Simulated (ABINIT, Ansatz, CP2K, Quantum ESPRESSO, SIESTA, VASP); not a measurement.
Lu: 7 runs at one level of theory

```
Lu
1.0
     3.50310    0.00000    0.00000
    -1.75155    3.03377    0.00000
     0.00000    0.00000    5.55090
Lu
2
Cartesian
  1.7516 1.0113 4.1632
  0.0000 2.0225 1.3877
```

Alike in all runs: task single point; functional PBE; k mesh 9 × 9 × 5; occupations fermi-dirac, width 0.05 eV; no spin polarisation; no spin-orbit coupling. Pressure is positive in compression and, in plane waves, holds the error of the finite cutoff, which Ansatz's Pulay term estimates and takes out.

```json
{"program and potentials": "CP2K, GTH_POTENTIALS Lu GTH-PBE-q25; DZVP-MOLOPT-SR-GTH basis", "plane-wave cutoff (eV)": "-", "notes": "atomic basis", "pressure (GPa)": "-0.17"}
{"program and potentials": "Ansatz, all-electron LAPW, scalar-relativistic", "plane-wave cutoff (eV)": "-", "notes": "-", "pressure (GPa)": "-0.51"}
{"program and potentials": "VASP, PBE PAW files Lu, 520 eV", "plane-wave cutoff (eV)": "520", "notes": "-", "pressure (GPa)": "-0.39"}
{"program and potentials": "Quantum ESPRESSO, SSSP 1.3 efficiency PBE", "plane-wave cutoff (eV)": "748", "notes": "-", "pressure (GPa)": "-0.57"}
{"program and potentials": "ABINIT, JTH PAW PBE v2.0", "plane-wave cutoff (eV)": "626", "notes": "-", "pressure (GPa)": "-1.20"}
{"program and potentials": "SIESTA, files PseudoDojo sr-pbe-0.4.1-standard, DZP (energy shift 0.003 Ry; two zetas on semicore shells)", "plane-wave cutoff (eV)": "-", "notes": "atomic basis", "pressure (GPa)": "-1.02"}
{"program and potentials": "Ansatz, Ansatz PAW (earlier soft set)", "plane-wave cutoff (eV)": "420", "notes": "Pulay term of +0.05 GPa included", "pressure (GPa)": "-0.52"}
```

The pressure spans -1.20 (ABINIT, JTH PAW PBE v2.0) to -0.17 GPa (CP2K, GTH_POTENTIALS Lu GTH-PBE-q25; DZVP-MOLOPT-SR-GTH basis), with all-electron results at -0.51. Rows in atomic bases carry the error of their basis and grid, which can be large.

The functional is the same throughout but for its coding, so the spread measures potentials, basis and numerics; runs on potential files found faulty are left out.
